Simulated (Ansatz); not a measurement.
# Relaxation of ZrSi2

Aim: in ZrSi2, a crystal from a database, its volume scaled a little, relax the atoms in a fixed cell, then read levels, charges and fields where it ends.

Computed, not measured: Ansatz 0.2.0, DFT, PBE, no spin polarisation, plane waves, PAW.

## (1) The structure

It takes space group Cmcm (No. 63, orthorhombic). The conventional cell has a = 3.761 Å, b = 14.771 Å, c = 3.710 Å, α = 90.00°, β = 90.00°, γ = 90.00°. Zr (site symmetry m2m) is surrounded by 8 Si at 2.70 to 2.84 Å. Si (site symmetry m2m) has 8 Si at 2.42 to 2.64 Å and 4 Zr at 2.82 to 2.84 Å as nearest neighbours. Si (site symmetry m2m) is surrounded by 4 Si at 2.42 to 2.44 Å and 4 Zr at 2.70 Å.

Structure file:

```
Zr Si
1.0
     3.76087    0.00000    0.00000
     1.88044   -7.38526    0.00000
     0.00000    0.00000   -3.71032
Zr Si
2 4
Direct
  0.10600 0.78800 0.75000
  0.89400 0.21200 0.25000
  0.75000 0.50000 0.75000
  0.25000 0.50000 0.25000
  0.35500 0.29000 0.75000
  0.64500 0.71000 0.25000
```

It starts from an earlier solution of the starting cell (checkpoint.read).

## (2) The walk to rest

Input file input.yaml:

```yaml
crystal:
  lattice:
    - [3.760873, 0.0, 0.0]
    - [1.880436, -7.385262, 0.0]
    - [0.0, 0.0, -3.710323]
  atoms:
    - { symbol: Zr, position: [0.106, 0.788, 0.75] }
    - { symbol: Zr, position: [0.894, 0.212, 0.25] }
    - { symbol: Si, position: [0.75, 0.5, 0.75] }
    - { symbol: Si, position: [0.25, 0.5, 0.25] }
    - { symbol: Si, position: [0.355, 0.29, 0.75] }
    - { symbol: Si, position: [0.645, 0.71, 0.25] }
  symmetry: { tolerance: 0.0003 }
kpoints:
  mp_grid: { grid: [6, 6, 6], shift: [0, 0, 0] }
magnetization:
  spin_polarized: false
scf:
  occupations: { method: cold, width: 0.1483 }
  lower_state_search: "off"
hamiltonian:
  pseudopotentials: { kind: paw }
  xc: pbe
basis:
  ecutwfc: 420
  fft_grid_basis: typed
relax:
  max_steps: 60
output:
  forces: true
  stress: true
  eigenvalues: true
  bader: true
  populations: true
  elf: true
  write_potential: true
  volumetric_format: npy
  dos:
    e_range: [-12, 8]
    de: 0.05
    projected: { site_lists: { Si: [Si], Zr: [Zr] } }
checkpoint:
  read: saved_state
```

Command:

```bash
> ansatz run input.yaml --threads 2 --pin off --max-ram 2560MiB --backend cpu --events-out ev --progress --plain --runs-dir out
```

Standard output, cut to the lines that bear on the results:

```text
Warning: output.stress: scf.convergence.dr2_threshold = 1e-7 eV (the SCF's general default) is looser than the 6e-10 eV advised for a printed stress (1e-10 eV for each atom of the cell: 6). What an SCF threshold leaves in a stress goes as its square root, and in the free energy as the [...]
Warning: checkpoint.read: basis.xc_grid differs: saved 1, current 2 (points along each axis for each point of the dense box; where the key is left out runs that use forces, runs that use the stress, dielectric runs by a finite field, finite-displacement phonons, runs of [...]
Warning: RAYON_NUM_THREADS=2 ignored (pool sized by the plan → 2); use --threads N
[...]
Pseudopotentials: kind: paw
Pseudopotential: Zr, paw, valence charge 12, recommended cutoff 420 eV (normal), Zr.paw.azcp
Pseudopotential: Si, paw, valence charge 4, recommended cutoff 420 eV (normal), Si.paw.azcp
Functional definition: PBE
[...]
Crystal: 6 atoms, lattice volume = 103.054 Å³
Basis set: ecut = 420 eV, 2015 PW (Γ), exchange–correlation on 54×108×50 points (8 copies of the dense FFT grid, shifted against one another)
Bands: 26, of which v1, the nominal top of the filled ones, is band 20 counted from 1 (19 counted from 0)
Symmetry: 8 space group operations
Space group: Cmcm (ITA 63), of the structure as read, at distance tolerance 1.4e-3 Å
k-points: 52 of 216
[...]
SCF iter   1: F=—  HF=-10910.235893 eV  |F-HF|=—  |Δ(HF+E_count)|=         —  Δρ=1.71e-3  dr2=3.92e-3  ethr=1.19e-5  ⟨swp⟩=2.7  Hψ=9436  notcnv=0
[...]
relax step   1: F+E_penalty+E_count = -10910.23517570 eV  Δ(F+E_penalty+E_count) = +0.000e0 eV  max|allowed force component| = 2.485e0 eV/Å  Δτ_max = 0.0000 Å  (5 SCF iters, accepted)
[...]
relax step   4: F+E_penalty+E_count = -10912.50921716 eV  Δ(F+E_penalty+E_count) = -7.445e-1 eV  max|allowed force component| = 1.788e0 eV/Å  Δτ_max = 0.1948 Å  (5 SCF iters, dr2 threshold 1.00e-4 eV, accepted)
[...]
relax step   5: F+E_penalty+E_count = -10913.21000943 eV  Δ(F+E_penalty+E_count) = -7.008e-1 eV  max|allowed force component| = 1.776e0 eV/Å  Δτ_max = 0.1951 Å  (5 SCF iters, dr2 threshold 1.00e-4 eV, accepted)
[...]
SCF iter   2: F=—  HF=-10913.910463 eV  |F-HF|=—  |Δ(HF+E_count)|=   3.25e-3  S|Δr|=    0.00e0  Δρ=3.40e-3  dr2=1.31e-2  ethr=9.60e-5  ⟨swp⟩=1.0  Hψ=1771  notcnv=0  defer=27
```

## (3) The output, continued: semilocal partner

The log, continued, cut to the lines that bear on the results:

```text
SCF iter   3: F=—  HF=-10913.909519 eV  |F-HF|=—  |Δ(HF+E_count)|=   9.45e-4  S|Δr|=    0.00e0  Δρ=4.65e-4  dr2=2.52e-4  ethr=3.28e-5  ⟨swp⟩=2.3  Hψ=1834  notcnv=0  defer=27
[...]
relax step   6: F+E_penalty+E_count = -10913.90948557 eV  Δ(F+E_penalty+E_count) = -6.995e-1 eV  max|allowed force component| = 1.729e0 eV/Å  Δτ_max = 0.1956 Å  (5 SCF iters, dr2 threshold 1.00e-4 eV, accepted)
[...]
relax step  10: F+E_penalty+E_count = -10914.87222210 eV  Δ(F+E_penalty+E_count) = -5.538e-3 eV  max|allowed force component| = 2.728e-2 eV/Å  Δτ_max = 0.0244 Å  (4 SCF iters, dr2 threshold 3.35e-6 eV, accepted)
[...]
relax step  11: F+E_penalty+E_count = -10914.87230221 eV  Δ(F+E_penalty+E_count) = -8.011e-5 eV  max|allowed force component| = 3.588e-3 eV/Å  Δτ_max = 0.0027 Å  (4 SCF iters, accepted)
SCF converged after 4 iterations
[...]
    - { symbol: Zr, position: [0.8952691966880421, 0.2094616066239158, 0.24999999999999997] }
    - { symbol: Si, position: [0.7499855572172043, 0.5000288855655917, 0.75] }
    - { symbol: Si, position: [0.25001444278279594, 0.4999711144344083, 0.24999999999999997] }
    - { symbol: Si, position: [0.44650963505858454, 0.10698072988283097, 0.75] }
    - { symbol: Si, position: [0.5534903649414156, 0.8930192701171691, 0.24999999999999997] }
--- Löwdin populations: 6 sites ---
  site symbol       q [e]
     0     Zr     11.7569
     1     Zr     11.7569
     2     Si      4.0260
     3     Si      4.0260
     4     Si      4.0717
     5     Si      4.0717
  spilling = 0.007268 (of n_electrons = 40.000000)
--- Bader charges: 6 sites ---
  site symbol  charge [e]  shift [e]
     0     Zr      1.3258     0.0000
     1     Zr      1.3258     0.0000
     2     Si     -0.5153     0.0000
     3     Si     -0.5153     0.0000
     4     Si     -0.8105     0.0000
     5     Si     -0.8105     0.0000
  estimated error of the sums over rays = 7.1e-4 e
```

Wall time 2.8 min (2 threads of Arm Neoverse N1, shared host); peak memory 0.45 GiB.

Step by step:

```
step  energy from step 1 (eV/cell)  largest force component (eV/Å)
   1                        0.0000                          2.4850
   2                       -0.7071                          2.2135
   3                       -1.5295                          1.9514
   4                       -2.2740                          1.7877
   5                       -2.9748                          1.7761
   6                       -3.6743                          1.7287
   7                       -4.2980                          1.3222
   8                       -4.6273                          0.3227
   9                       -4.6315                          0.2314
  10                       -4.6370                          0.0273
  11                       -4.6371                          0.0036
```

Step 1 is the start.

The largest move, 1.35 Å, is shared by several atoms, Si6 among them.

## (4) States by energy

Counts of states in windows (eV from the Fermi level; tetrahedra), total and projected:

```
from    to  total  Si s  Si p  Zr d
-4.5  -4.0   1.00  0.09  0.62  0.21
-4.0  -3.5   1.61  0.11  1.02  0.38
-3.5  -3.0   1.80  0.10  1.11  0.50
-3.0  -2.5   2.58  0.10  1.46  0.92
-2.5  -2.0   2.58  0.06  1.38  1.05
-2.0  -1.5   2.01  0.06  0.91  0.97
-1.5  -1.0   1.27  0.04  0.49  0.69
-1.0  -0.5   0.76  0.03  0.28  0.42
-0.5   0.0   0.42  0.03  0.14  0.23
 0.0   0.5   1.23  0.10  0.41  0.64
 0.5   1.0   1.34  0.09  0.37  0.78
 1.0   1.5   1.68  0.17  0.47  0.89
```

The bands computed are complete only to about 2.1 eV above the Fermi level.

## (5) Charges

Gathered by element (positive charge: electrons given up): Löwdin charges also hold the electrons that the projection spills.

```
element  atoms  Bader charge (e)  Bader volume (Å³)  Löwdin charge (e)
     Zr      2             +1.33               14.4              +0.24
     Si      4    -0.81 to -0.52       18.4 to 18.8     -0.07 to -0.03
```

Löwdin charges rest on a small set of atomic orbitals that misses 0.7 % of the electrons, so they need not add up to the cell's charge and can differ from Bader's even in sign.

## (6) Real-space fields

Maps in the plane spanned by a and b at height 0.750 along c (axes of the input's cell), one cell: a runs left to right (11 points from zero), b bottom to top (23 points), 76° apart. These are the smooth PAW fields, not the true ones near the nuclei.

Valence density. Ten steps from '0' (0.06 e/Å³) to '9' (4.10 e/Å³), finer at the low end (step k begins (100^(k/10) - 1)/99 of the way up):
```
33333443333
66533333335
99853222347
99984222258
99995322248
99996322236
68875333334
44544344443
33333444444
43223444344
43223443024
43212343114
42101234444
32100124444
32100123344
22111122233
22333332222
23444443322
23444444322
23442135432
23443024432
22344334432
22334444332
```

ELF. Ten even steps from '0' (0.04) to '9' (0.83):
```
00135555421
66212444213
99940233117
83881022029
80494022118
97894024205
68972157631
12211489984
51113799998
74225886469
75224773536
64112563433
63100366545
73000148999
63100026999
53222223677
44666665444
47987898633
48985489853
48974549963
47972427974
35774126874
12466556642
```

Atoms within 0.2 Å of the plane, in fractions of a and b: Zr at (0.10, 0.79), Si at (0.75, 0.50), Si at (0.45, 0.11).

At the density minimum on some short contacts:

```
contact  length (Å)  minimum at (fraction)  density (e/Å³)  ELF
Si5–Si6       2.437             none clear               –    –
Zr1–Si6       2.748             none clear               –    –
```

## (7) What came out

| quantity | value |
| --- | --- |
| moves | 10 |
| energy gained | 772.9 meV/atom |
| largest move | 1.35 Å (Si) |
| space group (0.01 Å), before / after | Cmcm / Cmcm |
| pressure left in the fixed cell | -2.8 GPa |
| character | metal |
| density of states, mean within 0.25 eV of the Fermi level | 1.2 per eV per cell |
| Bader charges | Zr +1.33, Si -0.81 to -0.52 e |

**Reading.** In the fixed cell the largest move of an atom is 1.35 Å; the energy fell by 772.9 meV per atom. The fixed cell still holds a mean pressure of -2.8 GPa, so it would shrink if let free. With 8 symmetry operations imposed, the end may be a saddle point towards distortions that break them. It is a metal; within 0.25 eV of the Fermi level the density of states averages 1.2 per eV per cell, mostly Zr d (53 %) and Si p (32 %). Zr loses most charge (+1.33 e on average) and Si gains most (-0.66 e).

Caveats: the SCF threshold is loose for a stress.
